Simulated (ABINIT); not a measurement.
Here is an ABINIT 10.8.3 (patched build) calculation.

Contents of run.abi:

```
# Datasets: ground state, then fixed potential
ndtset 2

# Pseudopotentials
pp_dirpath "./"
pseudos "Mo.GGA_PBE-JTH.xml"

# Structure
acell 3*1.0 Angstrom
rprim
    -1.5838089719     1.5838089719     1.5838089719
     1.5838089719    -1.5838089719     1.5838089719
     1.5838089719     1.5838089719    -1.5838089719
ntypat 1
znucl 42
natom 1
typat 1
xred
     0.0000000000     0.0000000000     0.0000000000

# Plane-wave basis
ecut 15.0
pawecutdg 30.0

# Exchange and correlation
ixc 11

# Bands and occupations
occopt 3
tsmear 0.05 eV

# Spin
nspinor 2
nspden 1
pawspnorb 1

# SCF cycle
nstep 100

# Output
iomode 3
prtwf 0
prteig 0
prtebands 0
enunit 1
prtden1 1
prtvha1 1
prtvclmb1 1
prtpot1 1

# Dataset 1
kptopt1 4
ngkpt1 12 12 12
nshiftk1 1
shiftk1 0.0 0.0 0.0
nband1 22
tolvrs1 1.0e-9

# Dataset 2: bands along G-H-N-G-P-H
iscf2 -2
getden2 1
nband2 30
nbdbuf2 2
tolwfr2 1.0e-12
kptopt2 -5
ndivsm2 6
prteig2 1
kptbounds2
     0.0000000000     0.0000000000     0.0000000000
     0.5000000000    -0.5000000000     0.5000000000
     0.0000000000     0.0000000000     0.5000000000
     0.0000000000     0.0000000000     0.0000000000
     0.2500000000     0.2500000000     0.2500000000
     0.5000000000    -0.5000000000     0.5000000000
```

Potentials or basis: JTH PAW PBE v2.0.

Launch:

```console
$ abinit run.abi > log 2>&1
```

Task: Estimate the band gap on the k mesh.

Result: None (metal or under the smearing width).

Task: Estimate the pressure.

Result: -1.6 GPa.

Levels at the corners of the path, in eV from the Fermi level:
```tsv
point	band 11	band 12	band 13	band 14	band 15	band 16	band 17	band 18
Γ	-1.34	-1.34	-1.34	-1.34	-1.20	-1.20	1.68	1.68
H	-5.26	-5.26	3.87	3.87	3.87	3.87	4.08	4.08
N	-3.28	-3.28	1.59	1.59	1.69	1.69	2.32	2.32
Γ	-1.34	-1.34	-1.34	-1.34	-1.20	-1.20	1.68	1.68
P	-2.49	-2.49	-2.49	-2.49	2.43	2.43	2.43	2.43
H	-5.26	-5.26	3.87	3.87	3.87	3.87	4.08	4.08
```
